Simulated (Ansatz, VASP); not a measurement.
# One calculation of TaN, two programs

File POSCAR:

```
TaN
1.0
    2.9766623284      0.0000000000      0.0000000000
   -1.4883311642      2.5778651949      0.0000000000
    0.0000000000      0.0000000000      2.9209385612
Ta N
1 1
Direct
    0.0000000000      0.0000000000      0.5000000000
    0.6666666667      0.3333333333      0.0000000000
```

The input INCAR.step1:

```
SYSTEM = TaN
ALGO = Normal
EDIFF = 1E-4
ENCUT = 520
GGA = PE
ISMEAR = -1
LASPH = .True.
LCHARG = .False.
LREAL = .False.
LWAVE = .True.
NBANDS = 15
NELM = 100
PREC = Accurate
SIGMA = 0.05
```

The input INCAR.step2:

```
SYSTEM = TaN
ALGO = Normal
EDIFF = 1E-6
ENCUT = 520
ISIF = 2
ISMEAR = -1
ISTART = 1
LASPH = .True.
LCHARG = .True.
LELF = .True.
LMIXTAU = .True.
LREAL = .False.
LVHAR = .True.
LWAVE = .False.
METAGGA = R2SCAN
NBANDS = 15
NELM = 100
PREC = Accurate
SIGMA = 0.05
```

KPOINTS

```
k-points
0
Gamma
  10 10 9
  0 0 0
```

File input.yaml:

```yaml
crystal:
  lattice:
    - [2.9766623284, 0.0, 0.0]
    - [-1.4883311642, 2.5778651949, 0.0]
    - [0.0, 0.0, 2.9209385612]
  atoms:
    - { symbol: Ta, position: [0.0, 0.0, 0.5] }
    - { symbol: "N", position: [0.6666666667, 0.3333333333, 0.0] }
hamiltonian:
  xc: r2scan
  pseudopotentials: { kind: paw }
kpoints:
  mp_grid: { grid: [10, 10, 9] }
scf:
  occupations: { method: fermi_dirac, width: 0.05 }
output:
  forces: true
  stress: true
  eigenvalues: true
```

Alike in both runs: task single point; functional r2SCAN; k mesh 10 × 10 × 9; occupations fermi-dirac, width 0.05 eV; no spin polarisation.

|  | VASP | Ansatz |
| --- | --- | --- |
| version | VASP 6.6.1 | Ansatz 0.2.0 |
| potentials or method | VASP PAW PBE potentials, release 64 (Ta_pv, N) | Ansatz PAW |
| plane-wave cutoff (eV) | 520 | 500 |
| valence electrons in the cell | 16 | 18 |

Ansatz gave:

| Item | Value |
| --- | --- |
| gap on the k mesh at the Fermi level (eV) | none |
| pressure (GPa) | -13.2 |
| largest component of the traceless stress (GPa) | 0.55 |

Q: What did VASP give for the same quantities?

A: gap on the k mesh at the Fermi level (eV): none; pressure (GPa): -11.8; largest component of the traceless stress (GPa): 0.41.

A gap of «none» marks a metal or a gap that the smearing closes. The two sets of potentials don't hold the same shells in valence.

Caveats: the PAW data sets were made with another functional, which shifts forces and pressure a little (VASP); the PAW data sets come from PBE, with cores solved anew for the run's functional, which leaves a small shift of forces and pressure (Ansatz). The runs have no spin-orbit coupling, so splittings on Ta are missing.
